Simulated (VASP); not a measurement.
# Cu (I4/mmm) in VASP: a series of runs, part 2 of 2

VASP 6.6.1. Earlier steps stand in the parts before.

## Step 4: Single point, PBE

INCAR

```
SYSTEM = Cu
  ALGO = Fast
  EDIFF = 1E-6
  ENCUT = 520
  GGA = PE
  ISIF = 2
  ISMEAR = 0
  LASPH = .TRUE.
  LCHARG = .TRUE.
  LELF = .TRUE.
  LREAL = .FALSE.
  LVHAR = .TRUE.
  LWAVE = .FALSE.
  NBANDS = 12
  NELM = 100
  PREC = Accurate
  SIGMA = 0.15
```

KPOINTS

```
k-points
0
G
  26 26 26
  0 0 0
```

POSCAR

```
Cu
1.0
   -1.5542019896      1.5542019896      1.1858710449
    1.5542019896     -1.5542019896      1.1858710449
    1.5542019896      1.5542019896     -1.1858710449
Cu
1
Direct
    0.0000000000      0.0000000000      0.0000000000
```

Potentials or basis: VASP PAW PBE potentials, release 64 (Cu).

The run is started by

```console
> cat potpaw_PBE.64/Cu/POTCAR > POTCAR
> mpirun -np 1 vasp_std > vasp.out
```

OUTCAR:

```text
SYSTEM = Cu
   EDIFF = 1E-6
   ENCUT = 520
   GGA = PE
   ISIF = 2
   ISMEAR = 0
   LASPH = .TRUE.
   LREAL = .FALSE.
   NELM = 100
   PREC = Accurate

 ion  position               nearest neighbor table
   1  0.000  0.000  0.000-

  LATTYP: Found a body centered tetragonal cell.
 ALAT       =     3.1084039792
 C/A-ratio  =     0.7630096042

  Lattice vectors:

 A1 = (  -1.5542019896,   1.5542019896,   1.1858710449)
 A2 = (   1.5542019896,  -1.5542019896,   1.1858710449)
 A3 = (   1.5542019896,   1.5542019896,  -1.1858710449)

Analysis of symmetry for initial positions (statically):
=====================================================================
 Subroutine PRICEL returns:
 Original cell was already a primitive cell.

 Routine SETGRP: Setting up the symmetry group for a
 body centered tetragonal supercell.

 Subroutine GETGRP returns: Found 16 space group operations
 (whereof 16 operations were pure point group operations)
 out of a pool of 16 trial point group operations.

The static configuration has the point symmetry D_4h.

Analysis of symmetry for dynamics (positions and initial velocities):
=====================================================================
 Subroutine PRICEL returns:
 Original cell was already a primitive cell.

 Routine SETGRP: Setting up the symmetry group for a
 body centered tetragonal supercell.

 Subroutine GETGRP returns: Found 16 space group operations
 (whereof 16 operations were pure point group operations)
 out of a pool of 16 trial point group operations.

The dynamic configuration has the point symmetry D_4h.

 Subroutine INISYM returns: Found 16 space group operations
 (whereof 16 operations are pure point group operations),
 and found     1 'primitive' translations

----------------------------------------------------------------------------------------

                                     Primitive cell

  volume of cell :      11.4581

  direct lattice vectors                    reciprocal lattice vectors
    -1.554201990  1.554201990  1.185871045     0.000000000  0.321708506  0.421631005
     1.554201990 -1.554201990  1.185871045     0.321708506  0.000000000  0.421631005
     1.554201990  1.554201990 -1.185871045     0.321708506  0.321708506  0.000000000

  length of vectors
     2.497474281  2.497474281  2.497474281     0.530348062  0.530348062  0.454964532

  position of ions in fractional coordinates (direct lattice)
     0.000000000  0.000000000  0.000000000

  ion indices of the primitive-cell ions
   primitive index   ion index
                 1           1

----------------------------------------------------------------------------------------

 KPOINTS: k-points

Automatic generation of k-mesh.
 Grid dimensions read from file:
 generate k-points for:   26   26   26

 Generating k-lattice:

  Cartesian coordinates                     Fractional coordinates (reciprocal lattice)
     0.000000000  0.012373404  0.016216577     0.038461538  0.000000000 -0.000000000
     0.012373404  0.000000000  0.016216577     0.000000000  0.038461538 -0.000000000
     0.012373404  0.012373404  0.000000000     0.000000000  0.000000000  0.038461538

  Length of vectors
     0.020398002  0.020398002  0.017498636

  Shift w.r.t. Gamma in fractional coordinates (k-lattice)
     0.000000000  0.000000000  0.000000000

 Subroutine IBZKPT returns following result:
 ===========================================

 Found   1330 irreducible k-points:

 Following reciprocal coordinates:
            Coordinates               Weight
  0.000000  0.000000  0.000000      1.000000
  0.038462  0.000000 -0.000000      8.000000
  0.076923  0.000000 -0.000000      8.000000
  0.115385  0.000000 -0.000000      8.000000
  0.153846  0.000000 -0.000000      8.000000
  0.192308  0.000000 -0.000000      8.000000
[... 16 lines left out ...]
  0.346154  0.038462 -0.000000     16.000000
  0.384615  0.038462 -0.000000     16.000000
 [... further k-points ...]
   k-points           NKPTS =   1330   k-points in BZ     NKDIM =   1330   number of bands    NBANDS=     12
   number of dos      NEDOS =    301   number of ions     NIONS =      1
   total plane-waves  NPLWV =   8000
   dimension x,y,z NGX =    20 NGY =   20 NGZ =   20
   dimension x,y,z NGXF=    40 NGYF=   40 NGZF=   40
   ions per type =               1
   NGX,Y,Z   is equivalent  to a cutoff of  13.31, 13.31, 13.31 a.u.
   NGXF,Y,Z  is equivalent  to a cutoff of  26.63, 26.63, 26.63 a.u.
 SYSTEM =  Cu
   PREC   = accura    normal or accurate (medium, high low for compatibility)
   ISTART =      0    job   : 0-new  1-cont  2-samecut
   ICHARG =      2    charge: 1-file 2-atom 10-const
   ISPIN  =      1    spin polarized calculation?
   LNONCOLLINEAR =      F non collinear calculations
   LSORBIT =      F    spin-orbit coupling
   LASPH  =      T    aspherical Exc in radial PAW
   ENCUT  =  520.0 eV  38.22 Ry    6.18 a.u.   4.64  4.64  4.64*2*pi/ulx,y,z
   NELM   =    100;   NELMIN=  2; NELMDL= -5     # of ELM steps
   EDIFF  = 0.1E-05   stopping-criterion for ELM
   LREAL  =      F    real-space projection
   EDIFFG = 0.1E-04   stopping-criterion for IOM
   NSW    =      0    number of steps for IOM
   IBRION =     -1    ionic relax: 0-MD 1-quasi-New 2-CG
   NFREE  =      0    steps in history (QN), initial steepest desc. (CG)
   ISIF   =      2    stress and relaxation
   ISYM   =      2    0-nonsym 1-usesym 2-fastsym
   POTIM  = 0.5000    time-step for ionic-motion
   TEBEG  =    0.0;   TEEND  =   0.0 temperature during run
   PSTRESS=    0.0 pullay stress
   NELECT =      11.0000    total number of electrons
   NUPDOWN=      -1.0000    fix difference up-down
   EMIN   =  10.00;   EMAX   =-10.00  energy-range for DOS
   EFERMI =   0.00;   METHOD = LEGACY
   ISMEAR =     0;   SIGMA  =   0.15  broadening in eV -4-tet -1-fermi 0-gaus
   EFERMI_NEDOS =   21; number of points for ismear=-14 and -15
   IALGO  =     68    algorithm
   IMIX   =      4    mixing-type and parameters
     AMIX     =   0.40;   BMIX     =  1.00
     AMIX_MAG =   1.60;   BMIX_MAG =  1.00
  volume/ion in A,a.u.               =      11.46        77.32
  Fermi-wavevector in a.u.,A,eV,Ry     =   1.614984  3.051878 35.486359  2.608174
  Thomas-Fermi vector in A             =   2.709805
   LORBIT       =      0    0 simple, 1 ext, 2 COOP (PROOUT), +10 PAW based schemes
   GGA     = PE    functional components
   LHFCALC =     F    Hartree Fock is set to
   AEXX    =    0.0000 exact exchange contribution
   IVDW    =     0    specifies the selected vdW correction
   LEPSILON=     F    determine dielectric tensor
   LRPA    =     F    only Hartree local field effects (RPA)
 non-spin polarized calculation
 RMM-DIIS sequential band-by-band and
 Gauss-broadening in eV      SIGMA  =   0.15
  energy-cutoff  :      520.00
  volume of cell :       11.46
 maximum number of plane-waves:       327
   NGX =  9   NGY =  9   NGZ =  9

 number of electron      11.0000009 magnetization

 Free energy of the ion-electron system (eV)
  ---------------------------------------------------
  ext. energy  EPLUGINS =         0.00000000
  ---------------------------------------------------
  free energy    TOTEN  =        -3.60455723 eV

  energy without entropy =       -3.60139437  energy(sigma->0) =       -3.60297580

 E-fermi :   8.0082     XC(G=0): -12.8837

 val. band max:        8.0044469093   @ k =   0.5000   0.2692  -0.0000
 cond. band min:       8.0121770134   @ k =  -0.1154   0.4615   0.0769
 fundamental gap:      0.0077301040
 Fermi energy:         8.0082317486

 k-point     1 :       0.0000    0.0000    0.0000
  band No.  band energies     occupation
      1      -1.6081      2.00000
      2       4.1342      2.00000
      3       4.7717      2.00000
      4       5.3777      2.00000
      5       5.3777      2.00000
      6       6.1497      2.00000
      7      28.8291      0.00000
      8      28.8291      0.00000
      9      32.6835      0.00000
     10      34.3983      0.00000
     11      39.1024      0.00000
     12      39.1892      0.00000
[... 331 lines left out ...]
 k-point    24 :       0.3846    0.0385   -0.0000
  band No.  band energies     occupation
      1       2.8001      2.00000
      2       3.7711      2.00000
      3       5.6700      2.00000
      4       6.0610      2.00000
      5       6.3767      2.00000
      6       7.0305      2.00000
      7      16.3510      0.00000
      8      24.1693      0.00000
      9      24.4482      0.00000
     10      28.6278      0.00000
     11      31.3905      0.00000
     12      38.1147      0.00000

 [... further k-points ...]

------------------------ aborting loop because EDIFF is reached ----------------------------------------

  FORCE on cell =-STRESS in cart. coord.  units (eV):
  Direction    XX          YY          ZZ          XY          YZ          ZX
  --------------------------------------------------------------------------------------
  -------------------------------------------------------------------------------------
  Total        0.3494583      0.3494583      1.9628659      0.0000000      0.0000000      0.0000000
  in kB       48.8645096     48.8645096    274.4661812      0.0000000      0.0000000      0.0000000
  external PRESSURE =     124.0650668 kB  Pullay stress =       0.0000000 kB

 VOLUME and BASIS-vectors are now :
 -----------------------------------------------------------------------------
  energy-cutoff  :      520.00
  volume of cell :       11.46
      direct lattice vectors                 reciprocal lattice vectors
    -1.554201990  1.554201990  1.185871045     0.000000000  0.321708506  0.421631005
     1.554201990 -1.554201990  1.185871045     0.321708506  0.000000000  0.421631005
     1.554201990  1.554201990 -1.185871045     0.321708506  0.321708506  0.000000000

 POSITION                                       TOTAL-FORCE (eV/Angst)
 -----------------------------------------------------------------------------------
      0.00000      0.00000      0.00000        -0.000000      0.000000      0.000000
 -----------------------------------------------------------------------------------
    total drift:                                0.000000      0.000000      0.000000

  FREE ENERGIE OF THE ION-ELECTRON SYSTEM (eV)
  ---------------------------------------------------
  free  energy   TOTEN  =        -3.6045572260 eV

  energy  without entropy=       -3.6013943653  energy(sigma->0) =       -3.60297580
```

OSZICAR:

```text
N       E                     dE             d eps       ncg     rms          rms(c)
DAV:   1     0.423110937189E+02    0.42311E+02   -0.54344E+03 35796   0.156E+03
DAV:   2    -0.316610553959E+01   -0.45477E+02   -0.41979E+02 33036   0.206E+02
DAV:   3    -0.450048825195E+01   -0.13344E+01   -0.13250E+01 36980   0.399E+01
DAV:   4    -0.450853794176E+01   -0.80497E-02   -0.80485E-02 36240   0.274E+00
DAV:   5    -0.450861398930E+01   -0.76048E-04   -0.76046E-04 37232   0.270E-01    0.776E+00
RMM:   6    -0.393944768694E+01    0.56917E+00   -0.29868E+00 39901   0.321E+01    0.421E+00
RMM:   7    -0.361905947251E+01    0.32039E+00   -0.41411E-01 39741   0.116E+01    0.101E+00
RMM:   8    -0.360540009696E+01    0.13659E-01   -0.10847E-02 40426   0.113E+00    0.215E-01
RMM:   9    -0.360450601480E+01    0.89408E-03   -0.22209E-03 42219   0.831E-01    0.263E-02
RMM:  10    -0.360454880149E+01   -0.42787E-04   -0.40980E-04 43151   0.273E-01    0.167E-02
RMM:  11    -0.360455472889E+01   -0.59274E-05   -0.73805E-05 43045   0.857E-02    0.277E-03
RMM:  12    -0.360455688094E+01   -0.21521E-05   -0.12966E-05 39050   0.358E-02    0.119E-03
RMM:  13    -0.360455722601E+01   -0.34506E-06   -0.15302E-06 29178   0.137E-02
   1 F= -.36045572E+01 E0= -.36029758E+01  d E =-.316286E-02
```

Wall time 81 s (1 thread of Intel Xeon 6975P-C (Granite Rapids), shared host); peak memory 0.28 GiB.

Results:

| Item | Value |
| --- | --- |
| Free energy | -3.6046 eV |
| Pressure | 12.4 GPa |
| Band gap on the k mesh | none (metal or under the smearing width) |

Levels at points of the mesh, in eV from the Fermi level:
| k point | band 4 | band 5 | band 6 | band 7 | band 8 | band 9 |
| --- | --- | --- | --- | --- | --- | --- |
| (0.00, 0.00, 0.00) | -2.63 | -2.63 | -1.86 | 20.82 | 20.82 | 24.68 |
| (0.50, 0.00, 0.00) | -1.59 | -1.49 | 0.36 | 5.98 | 15.98 | 15.99 |
| (0.50, 0.50, 0.00) | -2.37 | -1.91 | -1.52 | 2.70 | 23.38 | 24.76 |
| (0.50, 0.50, 0.50) | -1.64 | -1.45 | 5.17 | 5.17 | 11.32 | 11.54 |
